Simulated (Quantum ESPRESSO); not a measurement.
The system is AgBr.

```
Ag Br
1.0
     0.00000    2.87015    2.87015
     2.87015    0.00000    2.87015
     2.87015    2.87015    0.00000
Ag Br
1 1
Direct
  0.00000 0.00000 0.00000
  0.50000 0.50000 0.50000
```

Program: Quantum ESPRESSO 7.5. Alike in all runs: task dielectric tensor; no spin polarisation; cell as given; k mesh 6 × 6 × 6, shifted; cutoff (eV) 762; smearing fermi-dirac 0.05 eV.

Task: Order these runs on this cell by their pressure, lowest first.
A. level PBEsol; potentials or basis GBRV 1.5 PBEsol
B. level LDA; potentials or basis GBRV 1.5 LDA; form of the LDA correlation PZ81
C. level BLYP; potentials or basis GBRV 1.5 PBE

Result: B (-4.4 GPa), A (-1.8 GPa), C (6.1 GPa).

Caveats: the cell is more than 3 GPa from zero pressure, which shifts response properties (some runs); the potentials were made for another functional, which shifts forces and pressure (some runs).

Runs at the PBE level aren't shown here.
